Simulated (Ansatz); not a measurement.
Calculated field gradients at the nuclei for Al₆Ru

The cell is a Materials Project structure (computed, not necessarily an observed phase), taken as it stands.

Space group Cmcm (No. 63); a = 7.4595, b = 6.5203, c = 8.9130 Å.

| site | Wyckoff | site symmetry | x | y | z |
| --- | --- | --- | --- | --- | --- |
| Al1 | 8e | 2.. | 0.3190 | 0.0000 | 0.0000 |
| Al5 | 8f | m.. | 0.5000 | 0.6428 | 0.0984 |
| Al9 | 8g | ..m | 0.3191 | 0.2981 | 0.2500 |
| Ru | 4c | m2m | 0.5000 | 0.9650 | 0.2500 |

One atom of each set is listed; the run and its k-mesh use a cell of 14 atoms with edges of 4.95, 4.95, 8.91 Å.

All values are calculated (Ansatz; DFT, r2SCAN, plane waves and PAW, scalar-relativistic, 500 eV cutoff, Γ-centred 7×7×4 k-points, Fermi–Dirac smearing 0.05 eV), not measured.

Conventions: |V_zz| ≥ |V_yy| ≥ |V_xx|, η = (V_xx − V_yy)/V_zz, C_Q = eQV_zz/h.

27Al: I = 5/2, Q = 146.6 mb; 101Ru: I = 5/2, Q = 457.0 mb. Q values from Pyykkö, Mol. Phys. 116, 1328 (2018).

| site | atoms | first shell | V_zz (10²¹ V/m²) | η | C_Q (MHz) |
| --- | --- | --- | --- | --- | --- |
| Al1 | 4 | 2 Ru at 2.62 Å, 9 Al at 2.70–2.96 Å | 2.41 | 0.51 | 8.55 |
| Al5 | 4 | 1 Ru at 2.50 Å, 10 Al at 2.56–2.95 Å | -2.74 | 0.55 | -9.72 |
| Al9 | 4 | 2 Ru at 2.56–2.62 Å, 9 Al at 2.70–2.96 Å | -3.82 | 0.36 | -13.5 |
| Ru | 2 | 10 Al at 2.50–2.62 Å | 2.61 | 0.05 | 28.9 |

At Al5 V_zz points along its one bond to Ru (within 2°).

With no gap above 0.1 eV, as in a metal, the gradients converge slowly in k; expect changes of a tenth or more on a denser mesh. Without spin–orbit coupling (the program notes it for Ru) the gradients can shift somewhat, as the gap is small. With these PAW files V_zz is typically within 2 to 3 % of all-electron values, but misses above 10 % occur on Al, Ru.
